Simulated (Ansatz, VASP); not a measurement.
**Two plane-wave programs on Sb**

```
CELL_PARAMETERS angstrom
3.00200 0.00000 0.00000
0.00000 3.00200 0.00000
0.00000 0.00000 3.16000
ATOMIC_POSITIONS crystal
Sb 0.00000 0.00000 0.00000
```

Change from the starting cell: strain -0.050 along x and y, +0.000 along z, atoms carried along.

Alike in both runs: task single point; functional r2SCAN; k mesh 16 × 16 × 16; occupations gaussian, width 0.15 eV; no spin polarisation.

|  | VASP | Ansatz |
| --- | --- | --- |
| version | VASP 6.6.1 | Ansatz 0.2.0 |
| potentials or method | VASP PAW PBE potentials, release 64 (Sb) | scalar-relativistic, plane waves, PAW |
| plane-wave cutoff (eV) | 520 | 500 |
| valence electrons in the cell | 5 | 15 |

|  | VASP | Ansatz | Ansatz less VASP |
| --- | --- | --- | --- |
| gap on the k mesh at the Fermi level (eV) | none | none | - |
| pressure (GPa) | 2.6 | 2.5 | -0.07 |
| largest component of the traceless stress (GPa) | 4.86 | 4.82 | -0.039 |

A gap of «none» marks a metal or a gap that the smearing closes. The two sets of potentials don't hold the same shells in valence.

Caveats: the PAW data sets were made with another functional, which shifts forces and pressure a little (VASP). The runs have no spin-orbit coupling, so splittings on Sb are missing.
